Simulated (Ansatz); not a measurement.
The system is BaZrO3.

```
CELL_PARAMETERS angstrom
4.19134 0.00000 0.00000
0.00000 4.19134 0.00000
0.00000 0.00000 4.19134
ATOMIC_POSITIONS crystal
Ba 0.00000 0.00000 0.00000
Zr 0.50000 0.50000 0.50000
O 0.50000 0.50000 0.00000
O 0.50000 0.00000 0.50000
O 0.00000 0.50000 0.50000
```

Base run:

```yaml
Program: Ansatz 0.2.0
Functional: HSE06
Potentials_or_basis: Ansatz PAW
Cutoff: "420 eV (not typed: the program's choice for these potentials)"
k_mesh: 4 × 4 × 4
Occupations: fermi-dirac, width 0.05 eV
Spin: no spin polarisation
```

Its results: band gap on the k mesh 4.71 eV, indirect (least direct gap 4.98 eV); pressure 0.1 GPa.

Task: The run is repeated on the same cell with these changes: functional from HSE06 to PBE0. What comes out?

Result: Band gap on the k mesh 5.47 eV, indirect (least direct gap 5.73 eV); pressure 0.1 GPa.

Caveats: spin-orbit coupling is left out, which moves the levels of the heavy elements; the PAW data sets come from PBE, with cores solved anew for the run's functional, which leaves a small shift of forces and pressure; the thresholds are loose for stress.
